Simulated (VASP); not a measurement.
# Settings for LiF: forces in the RPA

LiF, P1 (no. 1), 2 atoms in the cell. PBE, RPA forces; PAW potentials F_GW, Li_sv_GW (PBE set). VASP 6.6.1.

Wanted: RPA forces within 0.02 eV/Å.

POSCAR:
```
LiF
1.0
    0.0000000000      2.0140000000      2.0140000000
    2.0140000000      0.0000000000      2.0140000000
    2.0140000000      2.0140000000      0.0000000000
F Li
1 1
Direct
    0.5464320000      0.5037010000      0.4703970000
    0.0133940000     -0.0186810000      0.0305830000
```

The series start from Plane-wave cutoff ENCUT (eV): 550; k mesh: 2x2x2; Frequency points NOMEGA: 10; FFT grid for exchange (PRECFOCK): Normal; NTAUPAR: by MAXMEM. Each series keeps the choices made before it, and each single choice may use up half of a tolerance. Times cover all steps of a run.

## Plane-wave cutoff ENCUT (eV)

| Plane-wave cutoff ENCUT (eV) | RPA forces, largest deviation (eV/Å) | Time (s) |
|---|---|---|
| 350 | 0.067 | 40 |
| 400 | 0.038 | 41 |
| 450 | 0.015 | 55 |
| 500 | 0.003 | 59 |
| 550 | 0.002 | 92 |
| 600 | 0.002 | 95 |
| 700 (reference) | 0.000 | 153 |

Chosen: 500, the loosest value from which every tighter one stays within half of the tolerance.

## k mesh

| k mesh | RPA forces, largest deviation (eV/Å) | Time (s) |
|---|---|---|
| 1x1x1 | 0.094 | 30 |
| 2x2x2 | 0.047 | 59 |
| 3x3x3 (reference) | 0.000 | 150 |

Chosen: 3x3x3; the next looser run is off by more than half of the tolerance, so convergence isn't shown beyond this value.

## Frequency points NOMEGA

| Frequency points NOMEGA | RPA forces, largest deviation (eV/Å) | Time (s) |
|---|---|---|
| 4 | 0.002 | 71 |
| 6 | 0.000 | 102 |
| 8 | 0.000 | 100 |
| 10 | 0.000 | 150 |
| 14 (reference) | 0.000 | 163 |

Chosen: 4.

## FFT grid for exchange (PRECFOCK)

| FFT grid for exchange (PRECFOCK) | RPA forces, largest deviation (eV/Å) | Time (s) |
|---|---|---|
| Normal | 0.000 | 71 |
| Fast | 0.003 | 44 |

Chosen: Fast, the fastest of those that stay within half of the tolerance.

## NTAUPAR

| NTAUPAR | RPA forces, largest deviation (eV/Å) | Time (s) |
|---|---|---|
| by MAXMEM | 0.000 | 44 |
| 1 | 0.000 | 52 |
| 2 | 0.000 | 48 |

Chosen: by MAXMEM; no other choice that stays within half of the tolerance saves 30 % of the time.

## All choices together

| Input | RPA forces, largest deviation (eV/Å) | Time (s) |
|---|---|---|
| defaults (naive) | 0.215 | 46 |
| chosen settings | 0.005 | 44 |
| reference settings throughout | 0.000 | 531 |

The chosen settings stay within the tolerance of the reference run, but the reference itself isn't shown to be converged in: k mesh.

Values of the reference run: RPA forces: 0.1298, 0.08908, -0.2089, -0.1291, -0.08851, 0.2091 eV/Å.

## The input

INCAR.step1:
```
  ISMEAR = 0
  SIGMA = 0.05
  EDIFF = 1E-8
  PREC = Accurate
  LASPH = T
  LREAL = F
  LCHARG = F
  ENCUT = 500
  GGA = PE
  LWAVE = T
  ALGO = Normal
```

INCAR.step2:
```
  ISMEAR = 0
  SIGMA = 0.05
  EDIFF = 1E-8
  PREC = Accurate
  LASPH = T
  LREAL = F
  LCHARG = F
  ENCUT = 500
  GGA = PE
  ALGO = RPAR
  LRPAFORCE = T
  LFOCKSTD = T
  NOMEGA = 4
  ISIF = 0
  LOPTICS = T
  PRECFOCK = Fast
  LWAVE = F
  MAXMEM = 3500
```

KPOINTS:
```
Automatic mesh
0
Gamma
  3 3 3
  0 0 0
```

Commands (each step's output is kept before the next begins):
```
cat potpaw_PBE.64/F_GW/POTCAR potpaw_PBE.64/Li_sv_GW/POTCAR > POTCAR
cp INCAR.step1 INCAR
mpirun -np 8 vasp_std > vasp.out
cp INCAR.step2 INCAR
mpirun -np 8 vasp_std > vasp.out
```

The chosen input took VASP 6.6.1 44 s on 8 cores (AMD EPYC 9R45 (Zen 5)), a shared host.
